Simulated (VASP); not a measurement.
# A VASP 6.6.1 single-point calculation on Si

INCAR

```
NBANDS = 11
ENCUT = 520
GGA = PE
ISIF = 2
LREAL = .FALSE.
SIGMA = 0.02
IBRION = -1
ISMEAR = -1
EDIFF = 1E-7
NSW = 0
ISPIN = 2
MAGMOM = 2 2
PREC = Accurate
LASPH = .TRUE.
NELM = 120
LCHARG = .FALSE.
LWAVE = .FALSE.
```

KPOINTS

```
KPOINTS created by Atomic Simulation Environment
0
Gamma
8 8 8
0 0 0
```

POSCAR

```
Si
 1.0000000000000000
     0.0000000000000000    2.7765612735000000    2.7765612735000000
     2.7765612735000000    0.0000000000000000    2.7765612735000000
     2.7765612735000000    2.7765612735000000    0.0000000000000000
 Si
   2
Cartesian
  0.0000000000000000  0.0000000000000000  0.0000000000000000
  1.3882806367499998  1.3882806367499998  1.3882806367499998
```

The recommended PBE PAW datasets give the neutral cell 8 valence electrons.

Command

```
mpirun -np 1 vasp_std
```

OSZICAR

```
N       E                     dE             d eps       ncg     rms          rms(c)
DAV:   1     0.818657618881E+01    0.81866E+01   -0.32436E+03  1276   0.570E+02
DAV:   2    -0.833472621060E+01   -0.16521E+02   -0.15791E+02  1676   0.820E+01
DAV:   3    -0.888674408572E+01   -0.55202E+00   -0.54926E+00  1651   0.126E+01
DAV:   4    -0.889109050765E+01   -0.43464E-02   -0.43457E-02  1480   0.142E+00
DAV:   5    -0.889114018905E+01   -0.49681E-04   -0.49681E-04  1646   0.141E-01    0.820E+00
DAV:   6    -0.107976403597E+02   -0.19065E+01   -0.26940E-01  1350   0.338E+00    0.400E+00
DAV:   7    -0.108407530993E+02   -0.43113E-01   -0.57669E-02  1375   0.160E+00    0.232E+00
DAV:   8    -0.108193071863E+02    0.21446E-01   -0.23362E-02  1540   0.717E-01    0.978E-01
DAV:   9    -0.108223425857E+02   -0.30354E-02   -0.53026E-03  1487   0.411E-01    0.119E-01
DAV:  10    -0.108227714095E+02   -0.42882E-03   -0.13018E-03  1422   0.192E-01    0.694E-02
DAV:  11    -0.108229951202E+02   -0.22371E-03   -0.25887E-04  1474   0.961E-02    0.369E-02
DAV:  12    -0.108230192532E+02   -0.24133E-04   -0.29449E-05  1505   0.320E-02    0.213E-02
DAV:  13    -0.108230243947E+02   -0.51415E-05   -0.81128E-06  1428   0.186E-02    0.581E-03
DAV:  14    -0.108230255361E+02   -0.11413E-05   -0.11607E-06  1466   0.614E-03    0.227E-03
DAV:  15    -0.108230255671E+02   -0.31023E-07   -0.56132E-08  1256   0.196E-03
   1 F= -.10823026E+02 E0= -.10823026E+02  d E =-.192659E-09  mag=     0.0000
```

It converged. Results: pressure -3.7 GPa; magnetic moment of the cell 0.00 μB.

For comparison, a separate PBE run of the intended cell, on usual settings and not on those above, gives a gap of 0.72 eV on its mesh and a pressure of -3.7 GPa.

The run above took about 34 s on one core of a shared host (Intel Xeon Platinum 8488C) and held 0.18 GiB at most.
